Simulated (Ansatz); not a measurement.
# GaP2: competing structures

Method: Ansatz 0.2.0, DFT PBE, scalar-relativistic, plane waves, PAW. Settings: cutoff 420 eV, Γ-centred meshes spaced at most about 0.3 Å⁻¹, and about 0.25 Å⁻¹ or finer for metals (2π included), Gaussian smearing. No spin polarisation.

Formation energies are uncorrected and refer to the elements' standard structures at the same level. The references include black phosphorus.

These are static total energies at zero pressure. Larger cells and other orderings weren't all tried, so the list isn't exhaustive. The k mesh leaves some 4 meV/atom of noise in the energy of each metallic cell. No dispersion correction is applied, so the spacing and binding between layers, chains or molecules are poorly described (R-3m, P-3m1), and this can change margins and order among such cells. In P4/mmm an odd number of electrons in the primitive cell allows no gap without spin; a larger cell or a magnetic state could open one. The reference form of P is held partly by dispersion forces, which this level lacks.

Invented guesses were relaxed alike, and ends that match in structure were merged. ΔE counts from the first row. Coordination counts P atoms around Ga (those within 1.25 times the shortest such distance or 1.15 times the sum of covalent radii; a plus sign parts nearer from farther groups). The ends were matched against large subsets of the Crystallography Open Database and the Materials Project, so a missing match doesn't prove that a structure is unreported.

```
#                                   reached from        type and space group  atoms  Å³/atom  coordination  ΔE (meV/atom)  gap on mesh (eV)  in databases
1                                    random cell    marcasite, Pnnm (No. 58)      6     18.4          Ga 6              0              0.00      no match
2            a cell proposed by chemical analogy      pyrite, Pa-3 (No. 205)     12     18.2          Ga 6             11              0.00      no match
3                            CdAs2 type (I4_122)             I4_122 (No. 98)      6     21.0          Ga 4             17              0.00      no match
4            a cell proposed by chemical analogy              R-3m (No. 166)      6     21.3          Ga 4             73              0.00      no match
5            a cell proposed by chemical analogy             P-3m1 (No. 164)      6     21.3        Ga 3+1             93              0.00      no match
6  4-, 6-connected net, elements by coordination            P4/mbm (No. 127)      6     18.5          Ga 4            140              0.00      no match
7                             Cr2B type (I4/mcm)            I4/mcm (No. 140)      6     16.7          Ga 8            239              0.00      no match
8  4-, 6-connected net, elements by coordination            P4/mmm (No. 123)      3     20.7          Ga 4            562              0.00      no match
9                         rutile type (P4_2/mnm)  rutile, P4_2/mnm (No. 136)      6     23.0        Ga 4+2            598              0.00      no match
```

The lowest: Space group Pnnm (No. 58), orthorhombic, a = 4.960 Å, b = 6.126 Å, c = 3.641 Å. Ga has 6 P at 2.54–2.55 Å; P has 1 P at 2.10 Å and 3 Ga at 2.54–2.55 Å. Its energy over the elements is −0.04 eV/atom. It lies below the elements, which doesn't yet make it stable against other compounds or structures. An observed structure of this formula, if there is one, may be missing.

```
CELL_PARAMETERS angstrom
4.96015 0.00000 0.00000
0.00000 6.12563 0.00000
0.00000 0.00000 3.64092
ATOMIC_POSITIONS crystal
Ga 0.50000 0.00000 0.50000
Ga 0.00000 0.50000 0.00000
P 0.16578 0.10692 0.00000
P 0.83422 0.89308 0.00000
P 0.66578 0.39308 0.50000
P 0.33422 0.60692 0.50000
```

The second: Space group Pa-3 (No. 205), cubic, a = 6.023 Å. Around Ga lie 6 P at 2.55 Å; P has 1 P at 2.11 Å and 3 Ga at 2.55 Å. Counting P atoms around Ga, the first and the second both have Ga 6. The first and the second both hold P–P pairs. Cells relaxed within their symmetry can be saddle points. Some structure types and database cells were kept out of the candidates from the start, so a known form may be missing.
